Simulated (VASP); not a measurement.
Input of a VASP 6.6.1 run:

The input INCAR:

```
PREC     = Accurate       # precision mode
ENCUT    = 520            # plane-wave cutoff, eV
EDIFF    = 1E-6           # SCF threshold, eV
ISMEAR   = -1             # smearing method
SIGMA    = 0.02           # smearing width, eV
LREAL    = False          # projectors in reciprocal space
LASPH    = True           # aspherical terms in the spheres
NELM     = 100            # most SCF steps
ALGO     = Fast           # electronic algorithm
ISIF     = 2              # what is computed and relaxed
LWAVE    = False          # write WAVECAR
LCHARG   = True           # write CHGCAR
GGA      = PE             # functional
LELF     = True           # ELF
LVHAR    = True         
NBANDS   = 26             # bands
```

File KPOINTS:

```
Automatic mesh
0
Gamma
  12 12 6
```

Contents of POSCAR:

```
GaN
1.0
    3.0051167725      0.0000000000      0.0000000000
   -1.5025583863      2.6025074663      0.0000000000
    0.0000000000      0.0000000000      5.0954783185
Ga N
2 2
Direct
    0.0000000000      0.0000000000      0.0000000000
    0.0000000000      0.0000000000      0.5000000000
    0.3333333333      0.6666666667      0.2500000000
    0.6666666667      0.3333333333      0.7500000000
```

Potentials or basis: VASP PAW PBE potentials, release 64 (Ga_d, N).

Command:

```sh
$ cat potpaw_PBE.64/Ga_d/POTCAR potpaw_PBE.64/N/POTCAR > POTCAR
$ mpirun -np 1 vasp_std > vasp.out
```

What does it give for the pressure?

0.7 GPa.

What does it give for the band gap on the k mesh?

1.10 eV, indirect (least direct gap 1.36 eV).

A k mesh can miss the band edges.
